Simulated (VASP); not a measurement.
# MnS (Fm-3m) in VASP: single point with PBE+U

Aim: the single point of MnS with PBE+U.

Everything below comes from runs of VASP 6.6.1. Logs are shortened: lines on timing, memory, paths and dates and some standing lists are left out, and cuts for length are marked.

## Step 1: The structure

The structure is cubic, space group Fm-3m (No. 225). The conventional cell has a = 5.209 Å, b = 5.209 Å, c = 5.209 Å, α = 90.00°, β = 90.00°, γ = 90.00°. Mn (site symmetry m-3m) is surrounded by 6 S at 2.60 Å. S (site symmetry m-3m) is surrounded by 6 Mn at 2.60 Å.

## Step 2: Single point, PBE+U, collinear spin, typed start

INCAR

```
SYSTEM = MnS
ALGO = Normal
EDIFF = 1E-6
ENCUT = 520
GGA = PE
ISIF = 2
ISMEAR = 0
ISPIN = 2
LASPH = .True.
LCHARG = .False.
LDAU = .True.
LDAUJ = 0 0
LDAUL = 2 -1
LDAUPRINT = 1
LDAUTYPE = 2
LDAUU = 3.9 0
LMAXMIX = 4
LORBIT = 11
LREAL = .False.
LWAVE = .False.
MAGMOM = 5 0
NBANDS = 20
NELM = 150
PREC = Accurate
SIGMA = 0.05
```

KPOINTS

```
k-points
0
Gamma
  8 8 8
  0 0 0
```

POSCAR

```
MnS
1.0
    0.0000000000      2.6045000000      2.6045000000
    2.6045000000      0.0000000000      2.6045000000
    2.6045000000      2.6045000000      0.0000000000
Mn S
1 1
Direct
    0.0000000000      0.0000000000      0.0000000000
    0.5000000000      0.5000000000      0.5000000000
```

Potentials or basis: VASP PAW PBE potentials, release 64 (Mn_pv, S).

Started as:

```bash
> cat potpaw_PBE.64/Mn_pv/POTCAR potpaw_PBE.64/S/POTCAR > POTCAR
> mpirun -np 1 vasp_std > vasp.out
```

OUTCAR:

```text
SYSTEM = MnS
   EDIFF = 1E-6
   ENCUT = 520
   GGA = PE
   ISIF = 2
   ISMEAR = 0
   ISPIN = 2
   LASPH = .True.
   LORBIT = 11
   LREAL = .False.
   NELM = 150
   PREC = Accurate

 ion  position               nearest neighbor table
   1  0.000  0.000  0.000-   2 2.60   2 2.60   2 2.60   2 2.60   2 2.60   2 2.60
   2  0.500  0.500  0.500-   1 2.60   1 2.60   1 2.60   1 2.60   1 2.60   1 2.60

  LATTYP: Found a face centered cubic cell.
 ALAT       =     5.2090000000

  Lattice vectors:

 A1 = (   0.0000000000,   2.6045000000,   2.6045000000)
 A2 = (   2.6045000000,   0.0000000000,   2.6045000000)
 A3 = (   2.6045000000,   2.6045000000,   0.0000000000)

Analysis of symmetry for initial positions (statically):
=====================================================================
 Subroutine PRICEL returns:
 Original cell was already a primitive cell.

 Routine SETGRP: Setting up the symmetry group for a
 face centered cubic supercell.

 Subroutine GETGRP returns: Found 48 space group operations
 (whereof 48 operations were pure point group operations)
 out of a pool of 48 trial point group operations.

The static configuration has the point symmetry O_h .

Analysis of symmetry for dynamics (positions and initial velocities):
=====================================================================
 Subroutine PRICEL returns:
 Original cell was already a primitive cell.

 Routine SETGRP: Setting up the symmetry group for a
 face centered cubic supercell.

 Subroutine GETGRP returns: Found 48 space group operations
 (whereof 48 operations were pure point group operations)
 out of a pool of 48 trial point group operations.

The dynamic configuration has the point symmetry O_h .

Analysis of structural, dynamic, and magnetic symmetry:
=====================================================================
 Subroutine PRICEL returns:
 Original cell was already a primitive cell.

 Routine SETGRP: Setting up the symmetry group for a
 face centered cubic supercell.

 Subroutine GETGRP returns: Found 48 space group operations
 (whereof 48 operations were pure point group operations)
 out of a pool of 48 trial point group operations.

The overall configuration has the point symmetry O_h .

 Subroutine INISYM returns: Found 48 space group operations
 (whereof 48 operations are pure point group operations),
 and found     1 'primitive' translations

----------------------------------------------------------------------------------------

                                     Primitive cell

  volume of cell :      35.3348

  direct lattice vectors                    reciprocal lattice vectors
     0.000000000  2.604500000  2.604500000    -0.191975427  0.191975427  0.191975427
     2.604500000  0.000000000  2.604500000     0.191975427 -0.191975427  0.191975427
     2.604500000  2.604500000  0.000000000     0.191975427  0.191975427 -0.191975427

  length of vectors
     3.683319223  3.683319223  3.683319223     0.332511194  0.332511194  0.332511194

  position of ions in fractional coordinates (direct lattice)
     0.000000000  0.000000000  0.000000000
     0.500000000  0.500000000  0.500000000

  ion indices of the primitive-cell ions
   primitive index   ion index
                 1           1
                 2           2

----------------------------------------------------------------------------------------

 KPOINTS: k-points

Automatic generation of k-mesh.
 Grid dimensions read from file:
 generate k-points for:    8    8    8

[... 58 lines left out ...]
   LNONCOLLINEAR =      F non collinear calculations
   LSORBIT =      F    spin-orbit coupling
   LASPH  =      T    aspherical Exc in radial PAW
   ENCUT  =  520.0 eV  38.22 Ry    6.18 a.u.   6.85  6.85  6.85*2*pi/ulx,y,z
   NELM   =    150;   NELMIN=  2; NELMDL= -5     # of ELM steps
   EDIFF  = 0.1E-05   stopping-criterion for ELM
   LREAL  =      F    real-space projection
   EDIFFG = 0.1E-04   stopping-criterion for IOM
   NSW    =      0    number of steps for IOM
   IBRION =     -1    ionic relax: 0-MD 1-quasi-New 2-CG
   NFREE  =      0    steps in history (QN), initial steepest desc. (CG)
   ISIF   =      2    stress and relaxation
   ISYM   =      2    0-nonsym 1-usesym 2-fastsym
   POTIM  = 0.5000    time-step for ionic-motion
   TEBEG  =    0.0;   TEEND  =   0.0 temperature during run
   PSTRESS=    0.0 pullay stress
   NELECT =      19.0000    total number of electrons
   NUPDOWN=      -1.0000    fix difference up-down
   EMIN   =  10.00;   EMAX   =-10.00  energy-range for DOS
   EFERMI =   0.00;   METHOD = LEGACY
   ISMEAR =     0;   SIGMA  =   0.05  broadening in eV -4-tet -1-fermi 0-gaus
   EFERMI_NEDOS =   21; number of points for ismear=-14 and -15
   IALGO  =     38    algorithm
   IMIX   =      4    mixing-type and parameters
     AMIX     =   0.40;   BMIX     =  1.00
     AMIX_MAG =   1.60;   BMIX_MAG =  1.00
  volume/ion in A,a.u.               =      17.67       119.23
  Fermi-wavevector in a.u.,A,eV,Ry     =   1.331246  2.515690 24.112464  1.772216
  Thomas-Fermi vector in A             =   2.460272
   LORBIT       =     11    0 simple, 1 ext, 2 COOP (PROOUT), +10 PAW based schemes
 LDA+U is selected, type is set to LDAUTYPE =  2
   angular momentum for each species LDAUL =     2   -1
   U (eV)           for each species LDAUU =   3.9  0.0
   J (eV)           for each species LDAUJ =   0.0  0.0
   GGA     = PE    functional components
   LHFCALC =     F    Hartree Fock is set to
   AEXX    =    0.0000 exact exchange contribution
   IVDW    =     0    specifies the selected vdW correction
   LEPSILON=     F    determine dielectric tensor
   LRPA    =     F    only Hartree local field effects (RPA)
 spin polarized calculation
 Gauss-broadening in eV      SIGMA  =   0.05
  energy-cutoff  :      520.00
  volume of cell :       35.33
 maximum number of plane-waves:       961
   NGX = 13   NGY = 13   NGZ = 13

atom =   1  type =  1  l = 2

 onsite density matrix

spin component  1

  0.9334  0.0000  0.0000 -0.0000 -0.0000
  0.0000  0.9334 -0.0000  0.0000 -0.0000
  0.0000 -0.0000  0.9554 -0.0000 -0.0000
 -0.0000  0.0000 -0.0000  0.9334 -0.0000
 -0.0000 -0.0000 -0.0000 -0.0000  0.9554

spin component  2

  0.0151 -0.0000 -0.0000  0.0000  0.0000
 -0.0000  0.0151  0.0000 -0.0000 -0.0000
 -0.0000  0.0000  0.0768  0.0000  0.0000
  0.0000 -0.0000  0.0000  0.0151  0.0000
  0.0000 -0.0000  0.0000  0.0000  0.0768

 occupancies and eigenvectors

  o =  0.0151  v =  0.0000  0.0000  0.0000  0.0000  0.0000  0.0067  0.9999 -0.0000  0.0134 -0.0000      0.0000  0.0000  0.0000  0.0000  0.0000  0.0000  0.0000  0.0000  0.0000  0.0000
  o =  0.0151  v =  0.0000  0.0000  0.0000  0.0000  0.0000  0.0013  0.0134  0.0000 -0.9999  0.0000      0.0000  0.0000  0.0000  0.0000  0.0000  0.0000  0.0000  0.0000  0.0000  0.0000
  o =  0.0151  v =  0.0000  0.0000  0.0000  0.0000  0.0000  1.0000 -0.0067  0.0000  0.0012 -0.0000      0.0000  0.0000  0.0000  0.0000  0.0000  0.0000  0.0000  0.0000  0.0000  0.0000
  o =  0.0768  v =  0.0000  0.0000  0.0000  0.0000  0.0000  0.0000 -0.0000 -0.9998 -0.0000  0.0211      0.0000  0.0000  0.0000  0.0000  0.0000  0.0000  0.0000  0.0000  0.0000  0.0000
  o =  0.0768  v =  0.0000  0.0000  0.0000  0.0000  0.0000 -0.0000 -0.0000 -0.0211 -0.0000 -0.9998      0.0000  0.0000  0.0000  0.0000  0.0000  0.0000  0.0000  0.0000  0.0000  0.0000
  o =  0.9334  v =  1.0000  0.0000  0.0000  0.0000  0.0000  0.0000  0.0000  0.0000  0.0000  0.0000      0.0000  0.0000  0.0000  0.0000  0.0000  0.0000  0.0000  0.0000  0.0000  0.0000
  o =  0.9334  v =  0.0000  0.8016 -0.0000 -0.5979 -0.0000  0.0000  0.0000  0.0000  0.0000  0.0000      0.0000  0.0000  0.0000  0.0000  0.0000  0.0000  0.0000  0.0000  0.0000  0.0000
  o =  0.9334  v =  0.0000  0.5979 -0.0000  0.8016 -0.0000  0.0000  0.0000  0.0000  0.0000  0.0000      0.0000  0.0000  0.0000  0.0000  0.0000  0.0000  0.0000  0.0000  0.0000  0.0000
  o =  0.9554  v =  0.0000  0.0000  0.0336  0.0000  0.9994  0.0000  0.0000  0.0000  0.0000  0.0000      0.0000  0.0000  0.0000  0.0000  0.0000  0.0000  0.0000  0.0000  0.0000  0.0000
  o =  0.9554  v =  0.0000  0.0000  0.9994 -0.0000 -0.0336  0.0000  0.0000  0.0000  0.0000  0.0000      0.0000  0.0000  0.0000  0.0000  0.0000  0.0000  0.0000  0.0000  0.0000  0.0000

 number of electron      18.9999989 magnetization       5.0000146

 Free energy of the ion-electron system (eV)
  ---------------------------------------------------
  ext. energy  EPLUGINS =         0.00000000
  ---------------------------------------------------
  free energy    TOTEN  =       -12.96847021 eV

  energy without entropy =      -12.96847021  energy(sigma->0) =      -12.96847021

 E-fermi :   6.6745     XC(G=0): -10.5999

 val. band max:        6.4372336249   @ k =   0.5000   0.0000   0.0000
 cond. band min:       6.9644105548   @ k =   0.5000   0.5000   0.0000
 fundamental gap:      0.5271769299
 Fermi energy:         6.6745005687

 spin component 1

 k-point     1 :       0.0000    0.0000    0.0000
  band No.  band energies     occupation
      1     -44.2674      1.00000
      2     -44.2674      1.00000
      3     -44.2674      1.00000
      4      -7.7403      1.00000
      5       1.5576      1.00000
      6       1.5576      1.00000
[... 1097 lines left out ...]
     19      22.0928      0.00000
     20      22.8246      0.00000

 [... further k-points ...]
[... 5 lines left out ...]
  --------------------------------------------------------------------------------------
  -------------------------------------------------------------------------------------
  Total        0.9293104      0.9293104      0.9293104     -0.0000000      0.0000000     -0.0000000
  in kB       42.1374545     42.1374545     42.1374545     -0.0000000      0.0000000     -0.0000000
  external PRESSURE =      42.1374545 kB  Pullay stress =       0.0000000 kB

 VOLUME and BASIS-vectors are now :
 -----------------------------------------------------------------------------
  energy-cutoff  :      520.00
  volume of cell :       35.33
      direct lattice vectors                 reciprocal lattice vectors
     0.000000000  2.604500000  2.604500000    -0.191975427  0.191975427  0.191975427
     2.604500000  0.000000000  2.604500000     0.191975427 -0.191975427  0.191975427
     2.604500000  2.604500000  0.000000000     0.191975427  0.191975427 -0.191975427

 POSITION                                       TOTAL-FORCE (eV/Angst)
 -----------------------------------------------------------------------------------
      0.00000      0.00000      0.00000         0.000000      0.000000     -0.000000
      2.60450      2.60450      2.60450         0.000000      0.000000      0.000000
 -----------------------------------------------------------------------------------
    total drift:                               -0.000000      0.000000      0.000000

  FREE ENERGIE OF THE ION-ELECTRON SYSTEM (eV)
  ---------------------------------------------------
  free  energy   TOTEN  =       -12.9684702100 eV

  energy  without entropy=      -12.9684702100  energy(sigma->0) =      -12.96847021

 total charge

# of ion       s       p       d       tot
------------------------------------------
    1        0.219   6.171   4.892  11.282
    2        1.321   2.465   0.000   3.786
--------------------------------------------------
tot          1.540   8.636   4.892  15.068

 magnetization (x)

# of ion       s       p       d       tot
------------------------------------------
    1        0.048   0.038   4.503   4.590
    2        0.021   0.067   0.000   0.088
--------------------------------------------------
tot          0.070   0.105   4.503   4.677
```

Run time: 20 s. Hardware: 1 thread of Intel Xeon 6975P-C (Granite Rapids), shared host; peak memory 0.18 GiB.

Results:

- Free energy: -12.9685 eV
- Pressure: 4.2 GPa
- Band gap on the k mesh: 0.53 eV, indirect (least direct gap 2.56 eV)
- Net moment: 5.00 μB per cell
- Site moments: Mn +4.59; S +0.09 μB
- Valence electrons inside the program's atomic spheres: Mn 11.28; S 3.79

Levels at points of the mesh, in eV from the valence-band top:
Spin up:
```csv
k point,band 8,band 9,band 10,band 11,band 12,band 13,band 14,band 15,band 16,band 17
"(0.00, 0.00, 0.00)",-4.86,-4.86,-1.45,-1.45,-1.45,2.00,8.53,8.53,8.53,10.82
"(0.50, 0.00, 0.00)",-4.47,-4.47,-3.79,0.00,0.00,3.08,5.62,5.62,8.76,12.21
"(0.50, 0.50, 0.00)",-4.35,-4.35,-3.85,-3.10,-3.10,1.03,5.26,10.49,12.19,12.19
```
Spin down:
```
           k point  band 4  band 5  band 6  band 7  band 8  band 9  band 10  band 11
(0.00, 0.00, 0.00)  -13.90   -1.26   -1.26   -1.26    2.03    2.03     2.03     2.03
(0.50, 0.00, 0.00)  -12.59   -5.99   -2.65   -2.65    3.30    3.30     3.39     3.65
(0.50, 0.50, 0.00)  -12.38   -5.23   -2.81   -2.81    0.53    2.49     2.56     3.62
```

Eigenvalues of the final occupation matrices:
| site | spin | trace | eigenvalues |
| --- | --- | --- | --- |
| site 1 d | 1 | 4.71 | 0.93 0.93 0.93 0.96 0.96 |
| site 1 d | 2 | 0.20 | 0.02 0.02 0.02 0.08 0.08 |

Caveat: a cell with one magnetic atom can't hold antiferromagnetic order, which such compounds often take. The state reached can hang on the start; a lower one may exist.
